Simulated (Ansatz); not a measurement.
Wanted: the native input for an Ansatz 0.2.0 run.

| Property | Result |
| --- | --- |
| Task | phonons |
| Functional | PBEsol |
| Potentials or basis | Ansatz PAW |
| Cutoff | 420 eV (not typed: the program's choice for these potentials) |
| k mesh | 7 × 7 × 7 |
| Occupations | fermi-dirac, width 0.05 eV |
| Spin | no spin polarisation |

WC:

```
W C
1.0
     0.00000    2.19268    2.19268
     2.19268    0.00000    2.19268
     2.19268    2.19268    0.00000
W C
1 1
Direct
  0.00000 0.00000 0.00000
  0.50000 0.50000 0.50000
```

Measurements of this composition are mostly on another form, of space group No. 187.

The input as run:

input.yaml

```yaml
crystal:
  lattice:
    - [0.0, 2.192684, 2.192684]
    - [2.192684, 0.0, 2.192684]
    - [2.192684, 2.192684, 0.0]
  atoms:
    - { symbol: W, position: [0.0, 0.0, 0.0] }
    - { symbol: C, position: [0.5, 0.5, 0.5] }
hamiltonian:
  xc: pbesol
  pseudopotentials: { kind: paw }
kpoints:
  mp_grid: { grid: [7, 7, 7] }
scf:
  occupations: { method: fermi_dirac, width: 0.05 }
phonons:
  method: dfpt
```

Potentials or basis: Ansatz PAW.

Command:

```console
$ ansatz run input.yaml --threads 2 --pin off --max-ram 5632MiB --backend cpu --events-out ev --progress --plain --runs-dir out
```

It gave:

```yaml
Band_gap_on_the_k_mesh: none (metal or under the smearing width)
Highest_phonon_frequency_at_Γ: 394 cm⁻¹
```

Wall time 2.1 s on 2 threads of Arm Neoverse V2, on a shared host, peak memory 0.34 GiB.
